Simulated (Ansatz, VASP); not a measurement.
## Two plane-wave programs on InAs

Contents of INCAR:

```
  PREC = Accurate
  ENCUT = 520
  EDIFF = 1E-6
  ISMEAR = 0
  SIGMA = 0.05
  LREAL = False
  LASPH = True
  NELM = 100
  ALGO = Normal
  ISIF = 2
  LWAVE = False
  LCHARG = False
  GGA = PS
  NBANDS = 16
```

File KPOINTS:

```
regular mesh
0
Gamma
  14 14 14
```

POSCAR

```
InAs
1.0
    0.0000000000      3.0180000000      3.0180000000
    3.0180000000      0.0000000000      3.0180000000
    3.0180000000      3.0180000000      0.0000000000
In As
1 1
Direct
    0.0000000000      0.0000000000      0.0000000000
    0.2500000000      0.2500000000      0.2500000000
```

Input for Ansatz:

```yaml
crystal:
  lattice:
    - [0.0, 3.018, 3.018]
    - [3.018, 0.0, 3.018]
    - [3.018, 3.018, 0.0]
  atoms:
    - { symbol: In, position: [0.0, 0.0, 0.0] }
    - { symbol: As, position: [0.25, 0.25, 0.25] }
basis:
  ecutwfc: 420
  ecutrho_ratio: 4
kpoints:
  mp_grid: { grid: [14, 14, 14] }
hamiltonian:
  xc: pbesol
scf:
  occupations: { method: gaussian, width: 0.05 }
output:
  forces: true
  stress: true
  eigenvalues: true
```

Alike in both runs: task single point; functional PBEsol; k mesh 14 × 14 × 14; occupations gaussian, width 0.05 eV; no spin polarisation.

|  | VASP | Ansatz |
| --- | --- | --- |
| version | VASP 6.6.1 | Ansatz 0.2.0 |
| potentials or method | VASP PAW PBE potentials, release 64 (In_d, As) | scalar-relativistic, plane waves, PAW |
| plane-wave cutoff (eV) | 520 | 420 |
| valence electrons in the cell | 18 | 28 |

|  | VASP | Ansatz | Ansatz less VASP |
| --- | --- | --- | --- |
| gap on the k mesh at the Fermi level (eV) | none | none | - |
| pressure (GPa) | 1.6 | 1.5 | -0.09 |

A gap of «none» marks a metal or a gap that the smearing closes. The functional is the same, so the differences come from potentials, cutoffs and numerics. The two sets of potentials don't hold the same shells in valence.

Caveats: the PAW data sets were made with another functional, which shifts forces and pressure a little (VASP); this crystal is a semiconductor, whose small gap the functional closes, so the metal is an error of the method.
